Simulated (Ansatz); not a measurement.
# ZrS2 (P-3m1) in Ansatz: notebook

The runs below take ZrS2 through band structure, with PBEsol.

Program: Ansatz 0.2.0. These are calculated values, not measurements. Logs are shortened: lines on timing, memory, paths and dates and some standing lists are left out, and cuts for length are marked.

**Experimental background.**

From “Stress-Tuned Optical Transitions in Layered 1T-MX2 (M= Hf, Zr, Sn; X= S, Se) Crystals”, 2022, arxiv:2210.12074, for a bulk crystal of ZrS2: band gap 1.68 eV (indirect).

The runs below are set against these values where they give the same quantity.

**1. Starting point**

It takes space group P-3m1 (No. 164, trigonal). The conventional cell has a = 3.691 Å, b = 3.691 Å, c = 6.041 Å, α = 90.00°, β = 90.00°, γ = 120.00°. Zr (site symmetry -3m) is surrounded by 6 S at 2.57 Å. S (site symmetry 3m) is surrounded by 3 Zr at 2.57 Å.

The cell is a database's computed one.

**2. Band structure, PBEsol**

Contents of input.yaml:

```yaml
crystal:
  lattice:
    - [3.6913825498, 0.0, 0.0]
    - [-1.8456912749, 3.1968310632, 0.0]
    - [0.0, 0.0, 6.04107701]
  atoms:
    - { symbol: Zr, position: [0.0, 0.0, 0.0] }
    - { symbol: S, position: [0.3333333333, 0.6666666667, 0.23790997] }
    - { symbol: S, position: [0.6666666667, 0.3333333333, 0.76209003] }
kpoints:
  mp_grid: { grid: [6, 6, 4] }
  band_path:
    path:
      - [0.0, 0.0, 0.0]
      - [0.5, 0.0, 0.0]
      - [0.3333333333, 0.3333333333, 0.0]
      - [0.0, 0.0, 0.0]
      - [0.0, 0.0, 0.5]
      - [0.5, 0.0, 0.5]
      - [0.3333333333, 0.3333333333, 0.5]
      - [0.0, 0.0, 0.5]
    npoints: 12
scf:
  occupations: { method: fermi_dirac, width: 0.05 }
hamiltonian:
  xc: pbesol
  pseudopotentials: { kind: all_electron, lapw: { basis_error: 0.002 } }
output:
  forces: true
  stress: true
  eigenvalues: true
```

Potentials or basis: all-electron LAPW, scalar-relativistic.

Started as:

```
> ansatz run input.yaml --threads 2 --pin off --max-ram 8192MiB --backend cpu --events-out ev --progress --plain --runs-dir out
```

What it wrote:

```text
Warning: RAYON_NUM_THREADS=2 ignored (pool sized by the plan → 2); use --threads N
LAPW: plane waves up to 7.259 Å⁻¹, error target 2.0e-3 eV per atom; small_component_spin mean_spin; S in spheres of 1.166 Å, 14 of its electrons in bands, Dirac shells []; Zr in spheres of 1.405 Å, 28 of its electrons in bands, Dirac shells [] (how accurate: hamiltonian.pseudopotentials.lapw.basis_error, Limitations)
Engine: ansatz 0.2.0, x86_64-unknown-linux-gnu
Pseudopotentials: kind: all_electron
Pseudopotential: Zr, LAPW, valence charge 28, lapw/all_electron/scalar/gaussian/Zr, Koelling and Harmon's equation, gaussian nucleus
Pseudopotential: S, LAPW, valence charge 14, lapw/all_electron/scalar/gaussian/S, Koelling and Harmon's equation, gaussian nucleus
Functional definition: PBEsol
  exchange = pbesol_x
  correlation = pbesol_c
Crystal: 3 atoms, lattice volume = 71.289 Å³
Basis set: ecut = 200.7448524851826 eV, 463 PW (Γ), exchange–correlation at level 2
Bands: 34, of which v1, the nominal top of the filled ones, is band 28 counted from 1 (27 counted from 0)
Symmetry: 12 space group operations
Space group: P-3m1 (ITA 164), of the structure as read, at distance tolerance 4.1e-5 Å
k-points: 24 of 144
Non-local potential: Zr, projectors of the file, none
Non-local potential: S, projectors of the file, none
Initial density: superposition of atomic densities (chi_scale 0.1, normalization cell, long waves kept (reshape's long-wave potential 0.15 eV rms))
Initial wavefunctions: plane waves of lowest kinetic energy (no species holds an atomic orbital)
Functional: x = pbesol(κ = 0.804, μ = 0.12345679012345678), c = pbesol(β = 0.046)
iter 1 solved again at ethr=3.61e-3 eV; its pass at ethr=1.00e-1 eV (dr2=2.02e0 eV) is discarded
SCF iter   1: F=—  HF=-119568.448377 eV  |F-HF|=—  |Δ(HF+E_count)|=         —  Δρ=4.35e-2  dr2=2.02e0  ethr=3.61e-3  ⟨swp⟩=2.0  Hψ=5368  notcnv=0
preconditioner: auto → Resta (q_TF=auto, 2.621 Å⁻¹)  ε∞=4.5  [insulator: Δε(μ)=1.842 eV  Ē_g=9.457 eV  σ=0.050 eV  W_gap=1.00  n_scr=22 (ndim 8)  ℏωp=17.6 eV  f_vac=0.141  D(μ)=0.00/eV (n_scr^D=0)  ε∞_Penn≈4.5]
SCF iter   2: F=—  HF=-119567.736551 eV  |F-HF|=—  |Δ(HF+E_count)|=   7.12e-1  Δρ=1.67e-2  dr2=4.03e-1  ethr=3.61e-3  ⟨swp⟩=2.2  Hψ=2523  notcnv=0
SCF iter   3: F=—  HF=-119567.677123 eV  |F-HF|=—  |Δ(HF+E_count)|=   5.94e-2  Δρ=1.09e-2  dr2=1.33e-1  ethr=7.19e-4  ⟨swp⟩=2.8  Hψ=2613  notcnv=0
iter 4 solved again at ethr=1.12e-5 eV; its pass at ethr=2.37e-4 eV (dr2=6.30e-3 eV) is discarded
SCF iter   4: F=—  HF=-119567.658618 eV  |F-HF|=—  |Δ(HF+E_count)|=         —  Δρ=2.20e-3  dr2=6.27e-3  ethr=1.12e-5  ⟨swp⟩=2.0  Hψ=4240  notcnv=0
the basis was enlarged: its passes take 932.6 KiB over the memory plan, 2 of 2 planned eigensolver slots
SCF iter   5: F=—  HF=-119567.660518 eV  |F-HF|=—  |Δ(HF+E_count)|=   1.90e-3  Δρ=5.85e-4  dr2=3.22e-4  ethr=1.12e-5  ⟨swp⟩=2.3  Hψ=2458  notcnv=0
SCF iter   6: F=—  HF=-119567.660961 eV  |F-HF|=—  |Δ(HF+E_count)|=   4.43e-4  Δρ=1.43e-4  dr2=3.56e-5  ethr=5.75e-7  ⟨swp⟩=3.0  Hψ=2555  notcnv=0
SCF iter   7: F=—  HF=-119567.660999 eV  |F-HF|=—  |Δ(HF+E_count)|=   3.77e-5  Δρ=6.30e-5  dr2=6.25e-6  ethr=6.36e-8  ⟨swp⟩=3.0  Hψ=2573  notcnv=0
SCF iter   8: F=—  HF=-119567.661011 eV  |F-HF|=—  |Δ(HF+E_count)|=   1.24e-5  Δρ=1.61e-5  dr2=3.74e-7  ethr=1.12e-8  ⟨swp⟩=3.0  Hψ=2612  notcnv=0
SCF iter   9: F=—  HF=-119567.661012 eV  |F-HF|=—  |Δ(HF+E_count)|=   6.04e-7  Δρ=5.35e-6  dr2=3.36e-8  ethr=6.67e-10  ⟨swp⟩=3.0  Hψ=2587  notcnv=0
SCF iter  10: F=-119567.661012 eV  HF=-119567.661012 eV  |F-HF|=8.53e-9  |Δ(HF+E_count)|=   5.89e-8  Δρ=2.18e-6  dr2=5.19e-9  ethr=6.01e-11  ⟨swp⟩=3.0  Hψ=2540  notcnv=0
SCF 1 converged in 10 iterations: F = -119567.661012 eV  dr2 = 5.19e-9
NSCF: frozen V_eff on 85 k-points
SCF converged after 10 iterations
Free energy (F): -119567.661012 eV
Harris-Foulkes:  -119567.661012 eV  (|F-HF|=8.53e-9)
Internal energy: -119567.661008 eV  (E = F + TS)
E sigma→0 (E₀):  -119567.661010 eV
Entropy (-TS):   -0.000004 eV (-0.001 meV/atom)
Fermi energy:    7.893237 eV
--- Per-component energies (eV) ---
  E_band       = -6082.425055
  E_kinetic    = 122866.695068
  E_xc         = -4414.890635
  E_electrostatic = -238019.465440  (all electrons and nuclei)
  E_smearing   = -0.000004  (= −TS)
  E_closure    = 0.000000  (closes the sum)
  E_atoms      = -119546.411046  (free atoms, spherical and without spin; not in F)
  Σ components = -119567.661012   (vs F -119567.661012, Δ=0.00e0)
  Basis errors (estimates in eV, not in F): energy 9.5e-4 per atom: plane waves 8.4e-4 (4.9e-4 summed), levels above the bands 4.6e-48, relativity 3.3e-8, radial functions 1.1e-4, core shells 6.1e-7; eigenvalues (radial functions only) 3.4e-6; not estimated: angular momenta, meshes, grids; target (lapw.basis_error) 2.0e-3; muffin-tin radii S 1.166 Å, Zr 1.405 Å
--- Forces (eV/Å), atoms counted from 1 ---
  atom   1  Zr    -0.00000000     0.00000000     0.00000000
  atom   2  S      0.00000000     0.00000000    -0.15780255
  atom   3  S      0.00000000    -0.00000000     0.15780255
  max |Σ_I F_I| component: 9.25e-18 eV/Å
--- Stress (GPa, compression-positive) ---
       -2.995205       0.000000      -0.000000
        0.000000      -2.995205       0.000000
       -0.000000       0.000000      -1.376299
  P = ⅓ Tr σ = -2.4556 GPa (-24.556 kbar)
--- Band table (eV; the first three rows and the last of 24) ---
  k-point 0: bands = ["-304.2273", "-304.2273", "-304.2273", "-196.5537", "-196.5537", "-161.6688", "-161.6688", "-161.6688", "-161.6480", "-161.6480", "-141.6054", "-141.6054", "-141.6042", "-141.6042", "-141.6042", "-141.6042", "-41.4605", "-19.5529", "-19.4035", "-19.4035", "-5.1567", "-3.7377", "3.1582", "4.6332", "4.6332", "7.3359", "7.3359", "7.3681", "8.9469", "8.9469", "9.7872", "12.4102", "12.4102", "12.9918"]
  k-point 1: bands = ["-304.2273", "-304.2273", "-304.2273", "-196.5537", "-196.5537", "-161.6688", "-161.6688", "-161.6688", "-161.6480", "-161.6480", "-141.6054", "-141.6054", "-141.6042", "-141.6042", "-141.6042", "-141.6042", "-41.4605", "-19.5531", "-19.4035", "-19.4035", "-5.0724", "-3.8742", "3.5247", "4.6468", "4.6468", "6.6187", "7.2861", "7.2861", "8.9336", "8.9336", "9.9976", "12.5531", "12.5531", "13.3029"]
  k-point 2: bands = ["-304.2273", "-304.2273", "-304.2273", "-196.5537", "-196.5537", "-161.6688", "-161.6688", "-161.6688", "-161.6480", "-161.6480", "-141.6054", "-141.6054", "-141.6042", "-141.6042", "-141.6042", "-141.6042", "-41.4605", "-19.5533", "-19.4035", "-19.4035", "-4.9670", "-4.0300", "4.0646", "4.6606", "4.6606", "5.8040", "7.2372", "7.2372", "8.9202", "8.9202", "10.1048", "12.7048", "12.7048", "13.5266"]
  k-point 23: bands = ["-304.2273", "-304.2273", "-304.2273", "-196.5537", "-196.5537", "-161.6688", "-161.6688", "-161.6688", "-161.6480", "-161.6480", "-141.6054", "-141.6054", "-141.6042", "-141.6042", "-141.6042", "-141.6042", "-41.4405", "-19.5760", "-19.5760", "-19.4912", "-3.8981", "-3.8981", "3.9824", "3.9824", "4.3418", "5.5433", "5.6652", "5.6652", "9.6504", "10.3014", "10.3014", "12.9059", "12.9059", "15.4867"]
```

Wall time 7 s (2 threads of Intel Xeon 6975P-C (Granite Rapids), shared host); peak memory 0.34 GiB.

Results:

```
Free energy             : -119567.6610 eV
Pressure                : -2.5 GPa
Largest force           : 0.158 eV/Å
Band gap on the k mesh  : 1.00 eV, indirect (least direct gap 1.58 eV)
Band gap along the path : 0.95 eV, indirect (least direct gap 1.58 eV)
```

Forces on the atoms (eV/Å):
```
Zr   0.000  0.000  0.000
S    0.000  0.000 -0.158
S    0.000  0.000  0.158
```

Stress tensor (GPa, compression positive):
```
-3.00  0.00  0.00
 0.00 -3.00  0.00
 0.00  0.00 -1.38
```

Levels at the corners of the path, in eV from the valence-band top:
| point | band 24 | band 25 | band 26 | band 27 | band 28 | band 29 | band 30 | band 31 | band 32 | band 33 |
| --- | --- | --- | --- | --- | --- | --- | --- | --- | --- | --- |
| Γ | -2.79 | -2.79 | -0.08 | -0.08 | -0.05 | 1.53 | 1.53 | 2.37 | 4.99 | 4.99 |
| M | -2.59 | -2.46 | -2.38 | -1.68 | -1.17 | 1.13 | 3.20 | 3.46 | 5.68 | 5.90 |
| K | -3.31 | -3.31 | -1.99 | -1.99 | -1.43 | 2.13 | 3.14 | 3.14 | 4.96 | 4.96 |
| Γ | -2.79 | -2.79 | -0.08 | -0.08 | -0.05 | 1.53 | 1.53 | 2.37 | 4.99 | 4.99 |
| A | -2.76 | -2.76 | -1.62 | -0.18 | -0.18 | 1.50 | 1.50 | 2.69 | 5.29 | 5.29 |
| L | -3.10 | -2.57 | -2.22 | -0.98 | -0.80 | 0.95 | 3.19 | 3.46 | 5.28 | 5.71 |
| H | -3.44 | -3.08 | -1.88 | -1.75 | -1.75 | 2.23 | 2.88 | 2.88 | 5.49 | 5.49 |
| A | -2.76 | -2.76 | -1.62 | -0.18 | -0.18 | 1.50 | 1.50 | 2.69 | 5.29 | 5.29 |

Caveat: this functional lacks dispersion, which binds the layers, so the pressure and a relaxed spacing across them are unreliable.

**3. Band structure, PBEsol, spin-orbit coupling, no magnetisation**

Changes to input.yaml since step 2:

```diff
@@ -27,2 +27,5 @@
   pseudopotentials: { kind: all_electron, lapw: { basis_error: 0.002 } }
+magnetization:
+  noncollinear: true
+  spin_orbit: true
 output:
```

Potentials or basis: all-electron LAPW, relativistic spinors.

Started as:

```
> ansatz run input.yaml --threads 2 --pin off --max-ram 8192MiB --backend cpu --events-out ev --progress --plain --runs-dir out
```

Run time: 41 s. Hardware: 2 threads of Intel Xeon 6975P-C (Granite Rapids), shared host; peak memory 0.56 GiB.

The run converged. Its results:

```
Free energy             : -119579.3174 eV
Pressure                : -2.5 GPa
Largest force           : 0.158 eV/Å
Band gap on the k mesh  : 0.98 eV, indirect (least direct gap 1.55 eV)
Band gap along the path : 0.95 eV, indirect (least direct gap 1.55 eV)
```

Forces in eV/Å, atoms in the order of the input:
```
Zr   0.000  0.000  0.000
S    0.000  0.000 -0.158
S    0.000  0.000  0.158
```

Stress tensor (GPa, compression positive):
```
-3.00  0.00  0.00
 0.00 -3.00  0.00
 0.00  0.00 -1.38
```

Levels at the corners of the path, in eV from the valence-band top:
```tsv
point	band 52	band 53	band 54	band 55	band 56	band 57	band 58	band 59	band 60	band 61
Γ	-0.16	-0.04	-0.04	-0.03	-0.03	1.52	1.52	1.53	1.53	2.37
M	-2.38	-1.69	-1.69	-1.17	-1.17	1.13	1.13	3.19	3.19	3.46
K	-2.00	-1.99	-1.99	-1.44	-1.44	2.13	2.13	3.11	3.11	3.18
Γ	-0.16	-0.04	-0.04	-0.03	-0.03	1.52	1.52	1.53	1.53	2.37
A	-1.62	-0.23	-0.23	-0.14	-0.14	1.50	1.50	1.50	1.50	2.69
L	-2.23	-1.00	-1.00	-0.79	-0.79	0.95	0.95	3.19	3.19	3.46
H	-1.88	-1.76	-1.76	-1.75	-1.75	2.23	2.23	2.85	2.85	2.91
A	-1.62	-0.23	-0.23	-0.14	-0.14	1.50	1.50	1.50	1.50	2.69
```

Caveat: this functional lacks dispersion, which binds the layers, so the pressure and a relaxed spacing across them are unreliable.

**4. How close it comes**

Step 2. Measured gap of ZrS2: 1.68 eV (indirect; quoted in “Stress-Tuned Optical Transitions in Layered 1T-MX2 (M= Hf, Zr, Sn; X= S, Se) Crystals”, 2022, arxiv:2210.12074). This calculation gives 0.95 eV (-0.73 eV). Spin-orbit coupling on Zr is left out. The value is that of PBEsol, without temperature or zero-point motion. Semilocal functionals fall short of measured gaps as a rule. The cell is a database's relaxed one, not the measured one, which moves gaps too.

Step 3. Measured gap of ZrS2: 1.68 eV (indirect; quoted in “Stress-Tuned Optical Transitions in Layered 1T-MX2 (M= Hf, Zr, Sn; X= S, Se) Crystals”, 2022, arxiv:2210.12074). This calculation gives 0.95 eV (-0.73 eV). The value is that of PBEsol, without temperature or zero-point motion. Semilocal functionals fall short of measured gaps as a rule. The cell is a database's relaxed one, not the measured one, which moves gaps too.
